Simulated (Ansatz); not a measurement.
Crystal: MnSn2.

```xyz
6
Lattice="-3.3295 3.3295 2.7235 3.3295 -3.3295 2.7235 3.3295 3.3295 -2.7235" Properties=species:S:1:pos:R:3 pbc="T T T"
Sn    1.0808    2.2487    2.7235
Sn    2.2487   -1.0808    2.7235
Sn    2.2487    1.0808    0.0000
Sn    1.0808    4.4103    0.0000
Mn    0.0000    0.0000    4.0853
Mn    0.0000    0.0000    1.3618
```

```yaml
Program: Ansatz 0.2.0
Task: relaxation of cell and atoms
Functional: LDA
Potentials_or_basis: Ansatz PAW
Cutoff: "420 eV (not typed: the program's choice for these potentials)"
k_mesh: 6 × 6 × 6
Occupations: fermi-dirac, width 0.05 eV
Spin: collinear spin, ferromagnetic start
Starting_moments: "[0.0, 0.0, 0.0, 0.0, 4.0, 4.0] μB"
```

At the start: volume 20.13 Å³/atom.

Q: Where does the relaxation end?

A: It ends after 6 steps and the volume is 18.03 Å³/atom (-10.4 %); space group I4/mcm (No. 140, to 0.05 Å); moment 3.54 μB per cell.

The path:
```tsv
step	energy change (eV)	largest force (eV/Å)	volume (Å³)
1	0.0000	0.2637	120.77
2	-0.3782	0.0335	104.50
3	-0.4169	0.1002	109.56
4	-0.4256	0.0006	108.17
5	-0.4257	0.0018	108.19
6	-0.4219	0.0019	108.19
```

Final structure:
```
Sn Mn
1.0
    -3.20483    3.20483    2.63344
     3.20483   -3.20483    2.63344
     3.20483    3.20483   -2.63344
Sn Mn
4 2
Cartesian
  1.0557 2.1491 2.6334
  2.1491 -1.0557 2.6334
  2.1491 1.0557 0.0000
  1.0557 4.2606 0.0000
  0.0000 0.0000 3.9502
  0.0000 0.0000 1.3167
```

Caveat: the plane-wave basis is chosen anew once the cell has moved, so the energies of steps on either side of that aren't comparable; the PAW data sets come from PBE, with cores solved anew for the run's functional, which leaves a small shift of forces and pressure.
